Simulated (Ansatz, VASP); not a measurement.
**One calculation of HgTe, two programs**

File INCAR:

```
SYSTEM = HgTe
ALGO = Normal
EDIFF = 1E-6
ENCUT = 520
GGA = PS
ISIF = 2
ISMEAR = 1
LASPH = .TRUE.
LCHARG = .FALSE.
LREAL = .FALSE.
LWAVE = .FALSE.
NBANDS = 16
NELM = 60
PREC = Accurate
SIGMA = 0.01
```

KPOINTS

```
k-points
0
G
  8 8 8
  0 0 0
```

POSCAR

```
HgTe
1.0
   -3.0456030000      3.0456030000      1.5594100000
    3.0456030000     -3.0456030000      1.5594100000
    3.0456030000      3.0456030000     -1.5594100000
Hg Te
1 1
Direct
    0.2500000000      0.7500000000      0.5000000000
    0.0000000000      0.0000000000      0.0000000000
```

Input for Ansatz:

```yaml
crystal:
  lattice:
    - [-3.045603, 3.045603, 1.55941]
    - [3.045603, -3.045603, 1.55941]
    - [3.045603, 3.045603, -1.55941]
  atoms:
    - { symbol: Hg, position: [0.25, 0.75, 0.5] }
    - { symbol: Te, position: [0.0, 0.0, 0.0] }
kpoints:
  mp_grid:
    grid: [8, 8, 8]
hamiltonian:
  xc: pbesol
scf:
  occupations:
    method: cold
    width: 0.01
output:
  stress: true
```

Measurements of this composition are mostly on another form, of space group No. 216.

Alike in both runs: task single point; functional PBEsol; k mesh 8 × 8 × 8; no spin polarisation.

|  | VASP | Ansatz |
| --- | --- | --- |
| version | VASP 6.6.1 | Ansatz 0.2.0 |
| potentials or method | VASP PAW PBE potentials, release 64 (Hg, Te) | plane waves, PAW |
| plane-wave cutoff (eV) | 520 | 420 |
| occupations | methfessel-paxton of order 1, width 0.01 eV | cold, width 0.01 eV |
| valence electrons in the cell | 18 | 36 |

VASP gave:

- pressure (GPa): -3.6
- largest component of the traceless stress (GPa): 0.68

Task: Which values does Ansatz return?

Result: Pressure (GPa): -3.7; largest component of the traceless stress (GPa): 0.65.

The two sets of potentials don't hold the same shells in valence.

Caveats: the PAW data sets were made with another functional, which shifts forces and pressure a little (VASP). Spin-orbit coupling is left out, which matters for the levels of Hg, Te.
